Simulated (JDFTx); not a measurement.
Crystal: W.

```
W
1.0
    -1.58234    1.58234    1.58234
     1.58234   -1.58234    1.58234
     1.58234    1.58234   -1.58234
W
1
Cartesian
  0.0000 0.0000 0.0000
```

| Quantity | Value |
| --- | --- |
| Program | JDFTx 1.7.0 (patched build) |
| Task | single point |
| Functional | PBEsol |
| Potentials or basis | PseudoDojo-SR-PBEsol-0.4.1-standard with smoothed tails |
| Cutoff | 1007 eV |
| Density cutoff | 4027 eV |
| k mesh | 12 × 12 × 12 |
| Occupations | fermi-dirac, width 0.05 eV |
| Spin | no spin polarisation |

On this cell: pressure -2.8 GPa; band gap on the k mesh none (metal or under the smearing width).

The same run follows on a disturbed copy (cell strained at random at fixed volume):

```xyz
1
Lattice="-1.5448 1.6151 1.6310 1.5711 -1.5452 1.5875 1.5457 1.5461 -1.5612" Properties=species:S:1:pos:R:3 pbc="T T T"
W     0.0307    0.0413   -0.0058
```

Q: What changes?

A: The energy (extrapolated to zero smearing) moves by +22.1 meV/atom; pressure -2.6 GPa; band gap on the k mesh none (metal or under the smearing width).

Stress tensor (GPa, compression positive):
```
 3.02  0.60 -2.03
 0.60 -2.70 -5.94
-2.03 -5.94 -8.09
```

Caveats: the empty levels aren't tightly converged (some runs).
